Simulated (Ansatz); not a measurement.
**Energy landscape near a Pt structure**

All numbers below come from DFT PBEsol, scalar-relativistic, plane waves, PAW (Ansatz 0.2.0).

Settings: cutoff 420 eV, Γ-centred mesh 15×15×8 on the computed 2-atom cell, Gaussian smearing of 0.10 eV; no spin polarisation.

Reference cell:

```
Pt
1.0
     2.76067    0.00000    0.00000
    -1.38033    2.39081    0.00000
     0.00000    0.00000    4.79213
Pt
2
Direct
  0.66667 0.33333 0.75000
  0.33333 0.66667 0.25000
```

Each variant moves atoms of this cell by the vectors given, if any (Å), and then applies a symmetric strain (tensor components, Cartesian axes). The reference cell isn't relaxed at this level. Energies are per atom at zero smearing, counted from the lowest variant. Pressure is positive in compression.

1. no strain; moves: Pt2 (0.225, 0.000, 0.000)
2. strain (xx yy zz yz xz xy, %) 5.12 5.12 -0.88 0.00 0.00 0.00
3. no strain; moves: Pt1 (0.364, -0.040, -0.080)
4. strain (xx yy zz yz xz xy, %) -0.61 -0.61 5.39 0.00 0.00 0.00

Q: Order the variants by energy, lowest first.

A: 1 (0.0 meV/atom), 3 (9.8 meV/atom), 4 (75.6 meV/atom), 2 (211.3 meV/atom).

Q: Order them by pressure, highest first.

A: 3 (-9.16 GPa), 1 (-10.53 GPa), 4 (-16.71 GPa), 2 (-26.43 GPa).

Spin–orbit coupling is left out, which can shift energies with elements as heavy as these.

This form isn't the element's structure at ambient conditions.